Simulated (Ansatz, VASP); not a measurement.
## C in VASP and in Ansatz

The input INCAR:

```
SYSTEM = C
PREC     = Accurate       ! precision mode
ENCUT    = 520            ! plane-wave cutoff, eV
EDIFF    = 1E-6           ! SCF threshold, eV
ISMEAR   = 0              ! smearing method
SIGMA    = 0.1            ! smearing width, eV
LREAL    = .False.        ! projectors in reciprocal space
LASPH    = .True.         ! aspherical terms in the spheres
NELM     = 100            ! most SCF steps
ALGO     = Normal         ! electronic algorithm
ISIF     = 2              ! what is computed and relaxed
LWAVE    = .False.        ! write WAVECAR
LCHARG   = .True.         ! write CHGCAR
GGA      = PE             ! functional
LELF     = .True.         ! ELF
LVHAR    = .True.       
NBANDS   = 26             ! bands
```

The input KPOINTS:

```
regular mesh
0
Gamma
  6 6 6
  0 0 0
```

File POSCAR:

```
C
1.0
   -2.1911842300      2.1911842300      1.8857510800
    2.1911842300     -2.1911842300      1.8857510800
    2.1911842300      2.1911842300     -1.8857510800
C
8
Direct
    0.5446813700      0.2927072700      0.2519741000
    0.0407331600      0.2927072700      0.7480259000
    0.2927072700      0.0407331600      0.7480259000
    0.2927072700      0.5446813700      0.2519741000
    0.9592668400      0.7072927300      0.2519741000
    0.4553186300      0.7072927300      0.7480259000
    0.7072927300      0.9592668400      0.2519741000
    0.7072927300      0.4553186300      0.7480259000
```

Input for Ansatz:

```yaml
crystal:
  lattice:
    - [-2.19118423, 2.19118423, 1.88575108]
    - [2.19118423, -2.19118423, 1.88575108]
    - [2.19118423, 2.19118423, -1.88575108]
  atoms:
    - { symbol: C, position: [0.54468137, 0.29270727, 0.2519741] }
    - { symbol: C, position: [0.04073316, 0.29270727, 0.7480259] }
    - { symbol: C, position: [0.29270727, 0.04073316, 0.7480259] }
    - { symbol: C, position: [0.29270727, 0.54468137, 0.2519741] }
    - { symbol: C, position: [0.95926684, 0.70729273, 0.2519741] }
    - { symbol: C, position: [0.45531863, 0.70729273, 0.7480259] }
    - { symbol: C, position: [0.70729273, 0.95926684, 0.2519741] }
    - { symbol: C, position: [0.70729273, 0.45531863, 0.7480259] }
basis:
  ecutwfc: 420
kpoints:
  mp_grid: { grid: [6, 6, 6] }
hamiltonian:
  xc: pbe
scf:
  occupations: { method: gaussian, width: 0.1 }
  lower_state_search: "off"
output:
  forces: true
  stress: true
  eigenvalues: true
```

Alike in both runs: task single point; functional PBE; k mesh 6 × 6 × 6; occupations gaussian, width 0.1 eV; no spin polarisation.

|  | VASP | Ansatz |
| --- | --- | --- |
| version | VASP 6.6.1 | Ansatz 0.2.0 |
| potentials or method | VASP PAW PBE potentials, release 64 (C) | scalar-relativistic, plane waves, PAW |
| plane-wave cutoff (eV) | 520 | 420 |
| valence electrons in the cell | 32 | 32 |

VASP gave:

```
gap on the k mesh at the Fermi level (eV) : none
rms of the force components (eV/Å)        : 1.298
```

Estimate Ansatz's values.

gap on the k mesh at the Fermi level (eV): none; rms of the force components (eV/Å): 1.309.

Atom by atom the forces differ by 0.020 eV/Å (rms over components). A gap of «none» marks a metal or a gap that the smearing closes. The functional is the same, so the differences come from potentials, cutoffs and numerics.

Caveats: the k mesh is coarse (spacing up to 0.37 Å⁻¹), so the values aren't converged; forces of over 1 eV/Å show positions far from the minimum, so gaps and moduli don't describe the material at rest.
